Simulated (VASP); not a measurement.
# Si (Fd-3m) in VASP: a series of runs, part 2 of 2

VASP 6.6.1. The steps go on from the part before.

## 3. G0W0 quasiparticle levels, PBE

POSCAR reads:

```
Si
1.0
    0.0000000000      2.7218511865      2.7218511865
    2.7218511865      0.0000000000      2.7218511865
    2.7218511865      2.7218511865      0.0000000000
Si
2
Direct
    0.5000000000      0.5000000000      0.5000000000
    0.7500000000      0.7500000000      0.7500000000
```

INCAR.step1 reads:

```
SYSTEM = Si
PREC = Accurate ; ENCUT = 450
EDIFF = 1E-8 ; ISMEAR = 0
SIGMA = 0.01 ; LREAL = .False.
LASPH = .True. ; NELM = 80
ALGO = Normal ; LWAVE = .True.
LCHARG = .False. ; GGA = PE
```

INCAR.step2 reads:

```
SYSTEM = Si
PREC = Accurate ; ENCUT = 450
EDIFF = 1E-8 ; ISMEAR = 0
SIGMA = 0.01 ; LREAL = .False.
LASPH = .True. ; NELM = 1
ALGO = Exact ; LWAVE = .True.
LCHARG = .False. ; GGA = PE
NBANDS = 165 ; LOPTICS = .True.
ISTART = 1
```

INCAR.step3 reads:

```
SYSTEM = Si
PREC = Accurate ; ENCUT = 450
EDIFF = 1E-8 ; ISMEAR = 0
SIGMA = 0.01 ; LREAL = .False.
LASPH = .True. ; ALGO = EVGW0
LWAVE = .False. ; LCHARG = .False.
GGA = PE ; NELMGW = 1
NBANDS = 165 ; ENCUTGW = 260
NOMEGA = 48 ; PRECFOCK = Fast
ISTART = 1 ; NBANDSGW = 12
```

KPOINTS reads:

```
regular mesh
0
Gamma
  3 3 3
  0 0 0
```

Potentials or basis: VASP PAW PBE potentials, release 64 (Si_GW).

On the command line:

```sh
$ cat potpaw_PBE.64/Si_GW/POTCAR > POTCAR
$ cp INCAR.step1 INCAR
$ mpirun -np 1 vasp_std > vasp.out
$ cp INCAR.step2 INCAR
$ mpirun -np 1 vasp_std > vasp.out
$ cp INCAR.step3 INCAR
$ mpirun -np 1 vasp_std > vasp.out
```

OUTCAR:

```text
SYSTEM = Si
   PREC = Accurate
   ENCUT = 450
   EDIFF = 1E-8
   ISMEAR = 0
   LREAL = .False.
   LASPH = .True.
   GGA = PE
   NELMGW = 1
   ENCUTGW = 260
   PRECFOCK = Fast
   ISTART = 1

 Found      4 irreducible k-points:

 Following reciprocal coordinates:
            Coordinates               Weight
  0.000000  0.000000  0.000000      1.000000
  0.333333  0.000000  0.000000      8.000000
  0.333333  0.333333  0.000000      6.000000
 -0.333333  0.333333  0.000000     12.000000
   k-points           NKPTS =      4   k-points in BZ     NKDIM =     27   number of bands    NBANDS=    165
   number of dos      NEDOS =    301   number of ions     NIONS =      2
   total plane-waves  NPLWV =  21952
   dimension x,y,z NGX =    28 NGY =   28 NGZ =   28
   dimension x,y,z NGXF=    56 NGYF=   56 NGZF=   56
   ions per type =               2
   NGX,Y,Z   is equivalent  to a cutoff of  12.09, 12.09, 12.09 a.u.
   NGXF,Y,Z  is equivalent  to a cutoff of  24.19, 24.19, 24.19 a.u.
 SYSTEM =  Si
   PREC   = accura    normal or accurate (medium, high low for compatibility)
   ISTART =      1    job   : 0-new  1-cont  2-samecut
   ICHARG =      0    charge: 1-file 2-atom 10-const
   ISPIN  =      1    spin polarized calculation?
   LNONCOLLINEAR =      F non collinear calculations
   LSORBIT =      F    spin-orbit coupling
   LASPH  =      T    aspherical Exc in radial PAW
   ENCUT  =  450.0 eV  33.07 Ry    5.75 a.u.   6.66  6.66  6.66*2*pi/ulx,y,z
   NELM   =     60;   NELMIN=  2; NELMDL=  0     # of ELM steps
   EDIFF  = 0.1E-07   stopping-criterion for ELM
   LREAL  =      F    real-space projection
   EDIFFG = 0.1E-06   stopping-criterion for IOM
   NSW    =      0    number of steps for IOM
   IBRION =     -1    ionic relax: 0-MD 1-quasi-New 2-CG
   NFREE  =      0    steps in history (QN), initial steepest desc. (CG)
   ISIF   =      0    stress and relaxation
   ISYM   =      3    0-nonsym 1-usesym 2-fastsym
   POTIM  = 0.5000    time-step for ionic-motion
   TEBEG  =    0.0;   TEEND  =   0.0 temperature during run
   PSTRESS=    0.0 pullay stress
   NELECT =       8.0000    total number of electrons
   NUPDOWN=      -1.0000    fix difference up-down
   EMIN   =  10.00;   EMAX   =-10.00  energy-range for DOS
   EFERMI =   0.00;   METHOD = LEGACY
   ISMEAR =     0;   SIGMA  =   0.01  broadening in eV -4-tet -1-fermi 0-gaus
   EFERMI_NEDOS =   21; number of points for ismear=-14 and -15
   IALGO  =     38    algorithm
   IMIX   =      4    mixing-type and parameters
     AMIX     =   0.40;   BMIX     =  1.00
     AMIX_MAG =   1.60;   BMIX_MAG =  1.00
  volume/ion in A,a.u.               =      20.16       136.08
  Fermi-wavevector in a.u.,A,eV,Ry     =   0.954766  1.804247 12.402783  0.911579
  Thomas-Fermi vector in A             =   2.083543
   LORBIT       =      0    0 simple, 1 ext, 2 COOP (PROOUT), +10 PAW based schemes
   GGA     = PE    functional components
   LHFCALC =     T    Hartree Fock is set to
   PRECFOCK=fast      Normal, Fast or Accurate (Low or Medium for compatibility)
   ENCUT4O =  -1.0   cutoff for four orbital integrals eV
   NKREDX  =     1    reduce k-point grid by
   NKREDY  =     1    reduce k-point grid by
   NKREDZ  =     1    reduce k-point grid by
   AEXX    =    1.0000 exact exchange contribution
   HFSCREEN=    0.0000 screening length (either q_TF or 0.3 A-1)
   HFSCREENC=   0.0000 screening length for correlation (either q_TF or 0.3 A-1)
   ENCUTFOCK=  -1.0 apply spherical cutoff to Coloumb kernel
   IVDW    =     0    specifies the selected vdW correction
   LEPSILON=     F    determine dielectric tensor
   LRPA    =     F    only Hartree local field effects (RPA)
   LRPAFORCE           =     F    calculate RPA forces
   ENCUTGW             = 260.0    cutoff for response function in eV
   ENCUTGWSOFT         = 208.0    soft cutoff for Coulomb kernel in GW response function in eV
   ENCUTLF             =  -1.0    cutoff for local field effects
   NELMGW              =     1    number of iterations in solving QP/BSE equation
   NELMHF              =     1    number of iterations in the inner HF iteration
   NKREDLFX            =     1    NKREDLFY  =   1   NKREDLFZ  =   1
 non-spin polarized calculation
 Gauss-broadening in eV      SIGMA  =   0.01
  energy-cutoff  :      450.00
  volume of cell :       40.33
 maximum number of plane-waves:       893
 NGX is ok and might be reduce to    28
  NGX = 16; NGY = 16; NGZ = 16
   NGX = 13   NGY = 13   NGZ = 13
 maximum number of plane-waves:       389

 QP shifts <psi_nk| G(iteration)W_0 |psi_nk>: iteration 1
 for sc-GW calculations column KS-energies equals QP-energies in previous step
 and V_xc(KS)=  KS-energies - (<T + V_ion + V_H > + <T+V_H+V_ion>^1  + <V_x>^1)

 k-point   1 :       0.0000    0.0000    0.0000
  band No.  KS-energies  QP-energies   sigma(KS)   V_xc(KS)     V^pw_x(r,r')   Z            occupation Imag(sigma)

      1      -6.4325      -7.1208     -11.3437     -10.4342     -17.4248       0.7568       2.0000       1.2713
      2       5.5010       4.8936     -12.2178     -11.4221     -13.4294       0.7633       2.0000       0.0310
      3       5.5010       4.8936     -12.2178     -11.4221     -13.4294       0.7633       2.0000       0.0310
      4       5.5010       4.8936     -12.2178     -11.4221     -13.4294       0.7633       2.0000       0.0310
      5       8.0158       8.0932      -9.9696     -10.0709      -5.3656       0.7647       0.0000      -0.1254
      6       8.0158       8.0932      -9.9696     -10.0709      -5.3656       0.7647       0.0000      -0.1254
      7       8.0158       8.0932      -9.9696     -10.0709      -5.3656       0.7647       0.0000      -0.1254
      8       8.7867       8.9990     -10.7540     -11.0339      -5.5737       0.7590       0.0000      -0.1408
      9      13.1689      13.3584      -9.7344      -9.9879      -4.1513       0.7475       0.0000      -0.2115
     10      13.1689      13.3584      -9.7344      -9.9879      -4.1513       0.7475       0.0000      -0.2115
     11      13.4319      13.1170      -7.9998      -7.6090      -2.4805       0.8059       0.0000      -0.3469
     12      16.6688      16.4596      -8.5208      -8.2483      -2.1676       0.7678       0.0000      -0.6255

 k-point   2 :       0.3333    0.0000    0.0000
  band No.  KS-energies  QP-energies   sigma(KS)   V_xc(KS)     V^pw_x(r,r')   Z            occupation Imag(sigma)

      1      -5.0623      -5.6448     -11.4276     -10.5993     -17.0078       0.7032       2.0000       0.9386
      2       0.1680      -0.4702     -11.3814     -10.5202     -14.3244       0.7410       2.0000       0.2163
      3       4.4958       3.8964     -11.9468     -11.1531     -13.4034       0.7552       2.0000       0.0430
      4       4.4958       3.8964     -11.9468     -11.1531     -13.4034       0.7552       2.0000       0.0430
      5       7.2191       7.2683     -10.0386     -10.1028      -5.4756       0.7654       0.0000      -0.1029
      6       8.9604       9.0321      -9.7731      -9.8666      -4.9457       0.7665       0.0000      -0.1604
      7       8.9604       9.0321      -9.7731      -9.8666      -4.9457       0.7665       0.0000      -0.1604
      8      13.3234      13.1734      -9.0548      -8.8577      -3.1419       0.7614       0.0000      -0.3652
      9      13.4336      13.4930      -9.7097      -9.7882      -3.9518       0.7559       0.0000      -0.3236
     10      13.4336      13.4930      -9.7097      -9.7882      -3.9518       0.7559       0.0000      -0.3236
     11      14.5657      14.4905      -9.2561      -9.1562      -3.3876       0.7521       0.0000      -0.3475
     12      19.0513      18.9076      -9.4033      -9.2111      -2.6653       0.7473       0.0000      -0.7333

 k-point   3 :       0.3333    0.3333    0.0000
  band No.  KS-energies  QP-energies   sigma(KS)   V_xc(KS)     V^pw_x(r,r')   Z            occupation Imag(sigma)

      1      -4.5371      -5.1393     -11.4708     -10.6186     -16.7869       0.7066       2.0000       0.8295
      2       0.4886      -0.1296     -11.9754     -11.1432     -14.8598       0.7428       2.0000       0.1966
      3       3.0777       2.4542     -11.5388     -10.7048     -13.4407       0.7475       2.0000       0.0512
      4       3.0777       2.4542     -11.5388     -10.7048     -13.4407       0.7475       2.0000       0.0512
      5       6.2001       6.1444      -9.2316      -9.1598      -5.0102       0.7759       0.0000      -0.0935
      6       7.4600       7.4186      -8.9319      -8.8784      -4.3832       0.7730       0.0000      -0.1118
      7      12.7127      12.8317     -10.5480     -10.7080      -4.7382       0.7433       0.0000      -0.3200
      8      12.7127      12.8317     -10.5480     -10.7080      -4.7382       0.7433       0.0000      -0.3200
      9      15.2618      15.4281     -10.7276     -10.9514      -4.4190       0.7430       0.0000      -0.3995
     10      15.3039      15.4504      -9.8434     -10.0353      -3.7360       0.7637       0.0000      -0.4071
     11      18.5419      18.3517      -9.1229      -8.8703      -2.5853       0.7526       0.0000      -0.6725
     12      18.8973      18.8961     -10.0594     -10.0577      -2.8971       0.7512       0.0000      -0.9428

 k-point   4 :      -0.3333    0.3333    0.0000
  band No.  KS-energies  QP-energies   sigma(KS)   V_xc(KS)     V^pw_x(r,r')   Z            occupation Imag(sigma)

      1      -3.1838      -3.7884     -11.7480     -10.9016     -16.4741       0.7144       2.0000       0.6129
      2      -1.2644      -1.8800     -11.7434     -10.8864     -15.5005       0.7183       2.0000       0.3494
      3       1.0888       0.4405     -10.7140      -9.8453     -12.9795       0.7463       2.0000       0.1201
      4       3.3836       2.7633     -11.6435     -10.8165     -13.4271       0.7501       2.0000       0.0465
      5       7.0350       7.0047      -9.1834      -9.1442      -4.7336       0.7735       0.0000      -0.1062
      6      11.2761      11.2140      -9.7824      -9.7014      -4.5675       0.7666       0.0000      -0.2395
      7      11.9137      12.0448     -10.0759     -10.2516      -4.3400       0.7466       0.0000      -0.3097
      8      12.5261      12.6187     -10.3821     -10.5050      -4.6738       0.7536       0.0000      -0.3046
      9      12.8638      12.9642     -10.1253     -10.2605      -4.1378       0.7420       0.0000      -0.3423
     10      13.1278      13.1481      -9.7221      -9.7484      -4.1666       0.7727       0.0000      -0.3222
     11      19.8065      19.6156      -8.9134      -8.6604      -2.3238       0.7545       0.0000      -0.7572
     12      20.3688      20.1069      -8.5152      -8.1740      -2.0224       0.7673       0.0000      -0.8094
```

It took 44 s on 1 thread of Intel Xeon Platinum 8488C (Sapphire Rapids), shared host; peak memory 0.43 GiB.

The run converged, but some of its settings lie outside the range that counts as converged, so its numbers aren't taken as properties of the crystal.

Results:

* Band gap on the k mesh, mean-field level: 0.70 eV, indirect (least direct gap 2.51 eV)
* Quasiparticle gap: 1.25 eV
* Least direct quasiparticle gap: 3.20 eV

Caveat: the k mesh is coarse (spacing up to 0.67 Å⁻¹), so the values aren't converged; bands, screening cutoff and mesh are small and nothing is extrapolated, so the quasiparticle values aren't converged; an odd mesh through Γ misses points on the zone boundary, where band edges often lie.
